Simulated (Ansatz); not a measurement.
# γ-surface for NaBr (rock salt)

NaBr (rock salt) is sheared across one {110} plane: the third cell vector gains the shift, so faults repeat every 6.4 Å. The cut lies between planes 2.13 Å apart; the cell height is held.

```yaml
crystal:
  lattice:
    - [4.26808, 0.00000, 0.00000]
    - [0.00000, 6.03598, 0.00000]
    - [2.13404, 3.01799, 6.40212]
  atoms:
    - { symbol: Br, position: [0.00000, 0.00000, 0.83333] }
    - { symbol: Br, position: [0.33333, 0.33333, 0.16667] }
    - { symbol: Br, position: [0.66667, 0.66667, 0.50000] }
    - { symbol: Na, position: [0.00000, 0.50000, 0.83333] }
    - { symbol: Na, position: [0.33333, 0.83333, 0.16667] }
    - { symbol: Na, position: [0.66667, 0.16667, 0.50000] }
```

In-plane vectors a = (4.268, 0.000) Å, b = (0.000, 6.036) Å, area 25.76 Å². The shift is x·a + y·b, and the map repeats with period 1 in x and y. The shift is rigid: no atom relaxes. γ = [E(shift) − E(0)] / area.

All values below come from PBE (plane waves to 420 eV, PAW, scalar-relativistic; Ansatz, a program for electronic structure). k mesh 7×7×7 (Γ-centred), Fermi-Dirac smearing 0.05 eV. Energies are extrapolated to zero smearing. Compression counts positive. Points where atoms come too close for the PAW data are left out (x in tables, blank in figures). As the smearing reaches across the gap at some points, the k mesh leaves noise in γ, roughly 0.02 J/m² as judged from a few cases. Faults lie only 6.4 Å apart, and holding the cell height and the atoms raises γ above its relaxed value. NaBr was relaxed with its symmetry unable to fall. The zero of γ is zero shift.

γ (J/m²), with x across and y down:

```
y \ x  0.000  0.167  0.333  0.500  0.667  0.833
-----  -----  -----  -----  -----  -----  -----
0.000   0.00   0.21   0.97      x   0.97   0.21
0.167   0.26   0.41   0.86   1.19   0.86   0.41
0.333   1.09   1.45      x      x      x   1.45
0.500   1.70   2.35      x      x      x   2.35
0.667   1.09   1.45      x      x      x   1.45
0.833   0.26   0.41   0.86   1.19   0.86   0.41
```

σ normal to the fault (GPa), with x across and y down:

```
y \ x  0.000  0.167  0.333  0.500  0.667  0.833
-----  -----  -----  -----  -----  -----  -----
0.000    0.0    2.7   12.9      x   12.9    2.7
0.167   -0.1    1.5    6.7   10.6    6.7    1.5
0.333    1.9    4.8      x      x      x    4.8
0.500    4.3    9.3      x      x      x    9.3
0.667    1.9    4.8      x      x      x    4.8
0.833   -0.1    1.5    6.7   10.6    6.7    1.5
```

Key numbers:

The highest γ on the easiest grid path from zero shift to a (an upper estimate of the barrier on so coarse a grid) is 1.19 J/m². Local minima besides zero shift: no grid point is one. Lowest place on the grid: x = 0.000, y = 0.000 (0.00 J/m²).

(The slope of γ gives the shear force per area between the displaced halves; near zero shift its curvature is an elastic stiffness.)
